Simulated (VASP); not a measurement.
Input of a VASP 6.6.1 run:

Contents of INCAR:

```
ALGO     = Normal         # electronic algorithm
EDIFF    = 1E-6           # SCF threshold, eV
ENCUT    = 520            # plane-wave cutoff, eV
GGA      = PS             # functional
ISIF     = 2              # what is computed and relaxed
ISMEAR   = 0              # smearing method
LASPH    = True           # aspherical terms in the spheres
LCHARG   = False          # write CHGCAR
LREAL    = False          # projectors in reciprocal space
LWAVE    = False          # write WAVECAR
NBANDS   = 15             # bands
NELM     = 80             # most SCF steps
PREC     = Accurate       # precision mode
SIGMA    = 0.01           # smearing width, eV
```

KPOINTS

```
k-points
0
Gamma
  6 6 6
```

POSCAR

```
KBr
1.0
    0.0000000000      3.2745321134      3.2745321134
    3.2745321134      0.0000000000      3.2745321134
    3.2745321134      3.2745321134      0.0000000000
K Br
1 1
Direct
    0.0000000000      0.0000000000      0.0000000000
    0.5000000000      0.5000000000      0.5000000000
```

Potentials or basis: VASP PAW PBE potentials, release 64 (K_sv, Br).

The run is started by

```console
$ cat potpaw_PBE.64/K_sv/POTCAR potpaw_PBE.64/Br/POTCAR > POTCAR
$ mpirun -np 1 vasp_std > vasp.out
```

(1) What does it give for the band gap on the k mesh?

(2) Estimate the pressure.

Results:

(1) 4.34 eV, direct.

(2) 0.1 GPa.

Caveat: the PAW data sets were made with another functional, which shifts forces and pressure a little.
